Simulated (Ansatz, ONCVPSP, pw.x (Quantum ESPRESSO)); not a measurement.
## Equation-of-state test of one ONCV potential (silicon (Si))

ONCVPSP 4.0.1.1 (patched build) input, shortened (lines: element, Z, core and valence counts, functional; n l f; lmax; l rc ep ncon nbas qcut; lloc lpopt rc5 dvloc0; l nproj debl; icmod fcfact rcfact), PBEsol, scalar-relativistic:

```
  Si 14.00    3    2  -116133      upf
    1    0    2.00
    2    0    2.00
    2    1    6.00
    3    0    2.00
    3    1    2.00
    2
    0    2.00    0.00    4    8    3.10
    1    1.65    0.00    4    7    4.20
    2    1.90    0.10    3    7    5.30
    4    5    1.50    0.00
    0    3    2.40
    1    1    1.20
    2    2    1.00
    1    0.25    0.00
```

Atomic tests: cutoffs needed: 12 Ha and 41 Ha (the cutoffs (Ha) at which the residual kinetic energy of the hardest occupied pseudo-wave falls to 1 and 0.1 mHa per electron) The cutoffs count occupied waves only; projector 3 of the s channel, the hardest unoccupied one, needs 32 Ha at the loose tolerance.; ghost test: no bound ghost flagged; no localised positive-energy state flagged; largest excitation error: +18 meV (all-electron minus pseudo) for 3s2 3p0, out of 4 test configurations.

Crystal test: bcc Si in pw.x 7.5, no spin, 15³ k-points, Fermi–Dirac smearing 0.01 Ry, cutoffs 95/380 Ry. The lattice is a test structure that the element need not adopt, and mesh and smearing are coarse.

pw.x input:

```
&control
  calculation='scf', prefix='x', pseudo_dir='./', outdir='./tmp', tstress=.true., disk_io='none'
/
&system
  ibrav=0, nat=1, ntyp=1, ecutwfc=95, ecutrho=380, nbnd=9,
  occupations='smearing', smearing='fd', degauss=0.01
/
&electrons
  conv_thr=1e-09, mixing_beta=0.4, electron_maxstep=70
/
ATOMIC_SPECIES
Si 1.0 Si.UPF
CELL_PARAMETERS angstrom
  -1.52742158 1.52742158 1.52742158
  1.52742158 -1.52742158 1.52742158
  1.52742158 1.52742158 -1.52742158
ATOMIC_POSITIONS crystal
Si 0.0000 0.0000 0.0000
K_POINTS automatic
15 15 15 0 0 0
```

```bash
pw.x < Si.scf.in > Si.scf.out
```

Problem. How does the run end?

Solution. It converges; the pressure is -0.56 GPa against 0.14 GPa from all-electron LAPW.  The log shows:

```
Message from routine setup:
     using ibrav=0 with symmetry is DISCOURAGED, use correct ibrav instead
     lattice parameter (alat)  =       4.9994  a.u.
     unit-cell volume          =      96.1908 (a.u.)^3
     number of electrons       =         4.00
     number of Kohn-Sham states=            9
     kinetic-energy cutoff     =      95.0000  Ry
     charge density cutoff     =     380.0000  Ry
     scf convergence threshold =      1.0E-09
     Exchange-correlation= PBESOL
     number of k points=   120  Fermi-Dirac smearing, width (Ry)=  0.0100
     iteration #  1     ecut=    95.00 Ry     beta= 0.40
     total energy              =      -9.65172206 Ry
     estimated scf accuracy    <       0.00414923 Ry
     iteration #  2     ecut=    95.00 Ry     beta= 0.40
     total energy              =      -9.65117123 Ry
     estimated scf accuracy    <       0.00119303 Ry
     iteration #  3     ecut=    95.00 Ry     beta= 0.40
     total energy              =      -9.65126235 Ry
     estimated scf accuracy    <       0.00000610 Ry
     iteration #  4     ecut=    95.00 Ry     beta= 0.40
     total energy              =      -9.65126454 Ry
     estimated scf accuracy    <       0.00000001 Ry
     iteration #  5     ecut=    95.00 Ry     beta= 0.40
     the Fermi energy is    10.6998 ev
!    total energy              =      -9.65126457 Ry
     estimated scf accuracy    <          7.6E-10 Ry
     smearing contrib. (-TS)   =      -0.00183549 Ry
     The total energy is F=E-TS. E is the sum of the following terms:
     one-electron contribution =       4.80683717 Ry
     hartree contribution      =       0.02563387 Ry
     xc contribution           =      -4.39536248 Ry
     ewald contribution        =     -10.08653764 Ry
     convergence has been achieved in   5 iterations
          total   stress  (Ry/bohr**3)                   (kbar)     P=       -5.56
     Message from routine punch:
     Nothing written, as per user request (disk_io='none')
```
